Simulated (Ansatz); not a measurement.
# InAs: the cost of one run

Computed with Ansatz 0.2.0 (DFT PBE, scalar-relativistic, plane waves, PAW, unless a step's input says otherwise).

The COD entry's cell or inner coordinates are ideal or old and differ from later refinements, so a difference from it is no clean test against experiment.

3 further runs of the same task are left out: 3 set aside as unsound or not needed.

**1. The starting structure**

The structure is cubic, space group F-43m (No. 216). Conventional cell: a = 6.188 Å, b = 6.188 Å, c = 6.188 Å, α = 90.00°, β = 90.00°, γ = 90.00°. In (site symmetry -43m) is surrounded by 4 As at 2.68 Å. As (site symmetry -43m) has 4 In at 2.68 Å as nearest neighbours.

As a file:

```
CELL_PARAMETERS angstrom
0.00000 3.09378 3.09378
3.09378 0.00000 3.09378
3.09378 3.09378 0.00000
ATOMIC_POSITIONS crystal
In 0.00000 0.00000 0.00000
As 0.75000 0.75000 0.75000
```

This cell was relaxed beforehand with the same method: volume 29.61 Å³/atom, gap on the mesh none (metal).

**2. Phonons at Γ, at rest**

Contents of input.yaml:

```yaml
crystal:
  lattice:
    - [0.0, 3.0937808094, 3.0937808094]
    - [3.0937808094, 0.0, 3.0937808094]
    - [3.0937808094, 3.0937808094, 0.0]
  atoms:
    - { symbol: In, position: [0.0, 0.0, 0.0] }
    - { symbol: As, position: [0.75, 0.75, 0.75] }
basis:
  ecutwfc: 420
kpoints:
  mp_grid: { grid: [12, 12, 12] }
hamiltonian:
  xc: pbe
scf:
  occupations: { method: fermi_dirac, width: 0.15 }
output:
  eigenvalues: true
phonons:
  method: dfpt
  eigenvectors: true
```

Run with:

```
$ ansatz run input.yaml --threads 1 --pin off --max-ram 3072MiB --backend cpu --events-out ev --progress --plain --runs-dir out
```

What time and memory should one allow on 1 thread of AMD EPYC 9R45 (Zen 5), shared host?

About 18 s, with a peak of 0.85 GiB.
